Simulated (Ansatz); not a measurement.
An Ansatz input (plane waves, PAW) for SrO (zincblende structure) that has something wrong with it:

```yaml
crystal:
  lattice:
    - [0.0, 2.7921730098, 2.7921730098]
    - [2.7921730098, 0.0, 2.7921730098]
    - [2.7921730098, 2.7921730098, 0.0]
  atoms:
    - { symbol: Sr, position: [0.0, 0.0, 0.0] }
    - { symbol: O, position: [0.25, 0.25, 0.25] }
basis:
  ecutwfc: 500
  ecutrho_ratio: 4
kpoints:
  mp_grid: { grid: [8, 8, 8] }
hamiltonian:
  xc: r2scan
scf:
  occupations: { method: gaussian, width: 0.05 }
  max_iter: 100
output:
  forces: true
  stress: true
total_charge: 10
```

Launched as:
```sh
ansatz run input.yaml --threads 2 --pin off --max-ram 2662MiB --backend cpu --events-out ev --progress --plain --runs-dir out
```

Question: What is wrong with it?

Answer: A charge that the system can't hold. Against the sound input: total_charge: 10 (the cap on iterations is only a precaution).

What the program printed:

SCF trace (energy estimate counted from the last row):
```tsv
iteration	ΔE (eV)	density residual (eV)
1	11.668	7.54e0
2	0.388	1.80e0
3	0.244	2.87e-1
4	1.2e-03	1.62e-2
5	8.5e-05	1.08e-2
6	3.6e-04	3.10e-3
7	0.000	2.07e-5
8	0.000	4.22e-7
9	0.000	4.23e-9
```

```
SCF 1 converged in 9 iterations: F = -4033.938186 eV  dr2 = 4.23e-9
SCF converged after 9 iterations
Free energy (F): -4033.938186 eV
E sigma→0 (E₀):  -4033.922572 eV
Entropy (-TS):   -0.031228 eV (-15.614 meV/atom)
Fermi energy:    -23.341896 eV
--- Forces (eV/Å), atoms counted from 1 ---
  atom   1  Sr     0.00000000     0.00000000     0.00000000
  atom   2  O      0.00000000     0.00000000     0.00000000
--- Stress (GPa, compression-positive) ---
        4.636496       0.000000       0.000000
        0.000000       4.636496       0.000000
        0.000000       0.000000       4.636496
  P = ⅓ Tr σ = 4.6365 GPa (46.365 kbar)
```

The run converged all the same, so nothing but a comparison shows the fault. The net charge is balanced by a uniform background. It ran for 2.5 s on 2 threads of Arm Neoverse V1, with other jobs on the host, peak memory 0.4 GiB. The run before the change (r²SCAN, 500 eV, 8×8×8 mesh) gave:

| run | P (GPa) | gap on the mesh (eV) | cell moment (μB) | largest force component (eV/Å) |
| --- | --- | --- | --- | --- |
| sound | 0.0 | 2.89 | – | 0.000 |
| spoiled | 4.6 | metal | – | 0.000 |

This is a trial structure; measured cells of the compound in the Crystallography Open Database are in space group Fm-3m (rock salt).

Of that run: Semilocal functionals underestimate band gaps, commonly by a third or more.
